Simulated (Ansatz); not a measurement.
# Is the response still linear at 0.4 V/Å? 2H-WSe2 bilayer, 2H (AA')

The dipole of a slab grows in proportion to a weak field along its normal. Does the weak-field slope carry to a strong field?

How it was computed: Ansatz 0.2.0, plane waves with PAW datasets (its set soft_2), PBE-D3(BJ); atoms held at their relaxed places, 18 Å of vacuum, dipole correction, cell area 9.33 Å², 18×18 k-points, smearing 0.02585 eV. Without field the slab has a gap of 1.28 eV.

| run | field (V/Å) | dipole (e·Å) |
| --- | --- | --- |
| run 1 | −0.10 | −0.05782 |
| run 2 | −0.05 | −0.02891 |
| run 3 | 0.00 | 0.00000 |
| run 4 | 0.05 | 0.02891 |
| run 5 | 0.10 | 0.05782 |
| run 6 | 0.40 | ? |

**Question.** What value belongs in the row marked “?”, and how far can the other rows tell?

A least-squares line through the 5 rows shown has slope 0.578200 and intercept 0.000000; no row lies more than 0.00001 e·Å off it. A perfect conductor with that slope would be 180.95 × 0.57820 / 9.33 = 11.21 Å thick. At 0.40 it gives 0.578200 × 0.40 + 0.000000 = 0.23128 e·Å, beyond the rows fitted. Rounding and scatter of the rows alone allow about ±0.00002 e·Å there.

The run itself gives 0.23147 e·Å: a miss of +0.00019 e·Å. That is under 1 % of the induced dipole, so the response is still linear.

Caveats: Ions are held, so this is the electronic response. Of the series that stay linear within 1 %, this collection keeps about one in seven, and it keeps all that bend. Spin-orbit coupling is left out, which changes the bands of elements this heavy.
